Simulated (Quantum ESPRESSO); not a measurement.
Crystal: W.

```
W
1.0
    -1.58234    1.58234    1.58234
     1.58234   -1.58234    1.58234
     1.58234    1.58234   -1.58234
W
1
Direct
  0.00000 0.00000 0.00000
```

```yaml
Program: Quantum ESPRESSO 7.5
Task: single point
Functional: PBEsol
Potentials_or_basis: GBRV 1.5 PBEsol
Cutoff: 762 eV
Density_cutoff: 6095 eV
k_mesh: 12 × 12 × 12
Occupations: fermi-dirac, width 0.05 eV
Spin: no spin polarisation
```

On this cell: pressure -2.7 GPa; band gap on the k mesh none (metal or under the smearing width).

The same run follows on a disturbed copy (cell strained at random at fixed volume):

```
W
1.0
    -1.54480    1.61508    1.63102
     1.57115   -1.54525    1.58754
     1.54570    1.54614   -1.56120
W
1
Direct
  0.01093 0.00770 0.02297
```

**Question.** What changes?

**Answer.** The energy (extrapolated to zero smearing) moves by +22.4 meV/atom; pressure -2.5 GPa; band gap on the k mesh none (metal or under the smearing width).

Stress tensor (GPa, compression positive):
```
 3.15  0.61 -2.08
 0.61 -2.58 -6.03
-2.08 -6.03 -8.00
```
